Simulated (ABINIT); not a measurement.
The system is Mo.

```
Mo
1.0
    -1.58381    1.58381    1.58381
     1.58381   -1.58381    1.58381
     1.58381    1.58381   -1.58381
Mo
1
Direct
  0.00000 0.00000 0.00000
```

Base run:

| Property | Result |
| --- | --- |
| Program | ABINIT 10.8.3 (patched build) |
| Functional | SOGGA |
| Potentials or basis | JTH PAW PBE v2.0 |
| Cutoff | 408 eV |
| k mesh | 12 × 12 × 12 |
| Occupations | fermi-dirac, width 0.05 eV |
| Spin | spin-orbit coupling, no magnetisation |

Its results: band gap on the k mesh none (metal or under the smearing width); pressure -11.0 GPa.

The run is repeated on the same cell with these changes: functional from SOGGA to WC. What comes out?

Band gap on the k mesh none (metal or under the smearing width); pressure -7.4 GPa.

Caveats: the PAW data sets were made with another functional, which shifts forces and pressure a little.

Not every run made on this cell is shown here.
